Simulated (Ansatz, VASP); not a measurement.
**Br: VASP beside Ansatz**

The input INCAR:

```
ALGO = Normal
EDIFF = 1E-6
ENCUT = 520
GGA = PS
ISIF = 2
ISMEAR = -1
LASPH = True
LCHARG = False
LREAL = False
LWAVE = False
NBANDS = 22
NELM = 60
PREC = Accurate
SIGMA = 0.05
```

File KPOINTS:

```
k-points
0
Gamma
  7 7 3
```

POSCAR

```
Br
1.0
    3.3406771722     -2.3069619464      0.0000000000
    3.3406771722      2.3069619464      0.0000000000
    0.0000000000      0.0000000000      8.6438935422
Br
4
Direct
    0.3651000000      0.6349000000      0.3901000000
    0.1349000000      0.8651000000      0.8901000000
    0.6349000000      0.3651000000      0.6099000000
    0.8651000000      0.1349000000      0.1099000000
```

input.yaml

```yaml
crystal:
  lattice:
    - [3.3406771722, -2.3069619464, 0.0]
    - [3.3406771722, 2.3069619464, 0.0]
    - [0.0, 0.0, 8.6438935422]
  atoms:
    - { symbol: Br, position: [0.3651, 0.6349, 0.3901] }
    - { symbol: Br, position: [0.1349, 0.8651, 0.8901] }
    - { symbol: Br, position: [0.6349, 0.3651, 0.6099] }
    - { symbol: Br, position: [0.8651, 0.1349, 0.1099] }
kpoints:
  mp_grid: { grid: [7, 7, 3] }
scf:
  occupations: { method: fermi_dirac, width: 0.05 }
hamiltonian:
  xc: pbesol
  pseudopotentials: { kind: all_electron, lapw: { basis_error: 0.002 } }
output:
  forces: true
  stress: true
  eigenvalues: true
```

Change from the starting cell: volume scaled by 0.98.

Alike in both runs: task single point; functional PBEsol; k mesh 7 × 7 × 3; occupations fermi-dirac, width 0.05 eV; no spin polarisation.

|  | VASP | Ansatz |
| --- | --- | --- |
| version | VASP 6.6.1 | Ansatz 0.2.0 |
| potentials or method | VASP PAW PBE potentials, release 64 (Br) | all-electron LAPW, scalar-relativistic |
| plane-wave cutoff (eV) | 520 | see its input |

Ansatz gave:

| Quantity | Value |
| --- | --- |
| gap on the k mesh at the Fermi level (eV) | 1.91 |
| least direct gap on the mesh (eV) | 1.93 |
| pressure (GPa) | 0.7 |
| largest component of the traceless stress (GPa) | 1.24 |
| rms of the force components (eV/Å) | 0.554 |

**Question.** Estimate VASP's values.

**Answer.** gap on the k mesh at the Fermi level (eV): 1.90; least direct gap on the mesh (eV): 1.92; pressure (GPa): 0.7; largest component of the traceless stress (GPa): 1.31; rms of the force components (eV/Å): 0.571.

Atom by atom the forces differ by 0.017 eV/Å (rms over components). Ansatz ran all-electron here, so the differences hold the error of VASP's frozen core and of both bases.

Caveats: an odd mesh through Γ misses points on the zone boundary, where band edges often lie; the PAW data sets were made with another functional, which shifts forces and pressure a little (VASP).
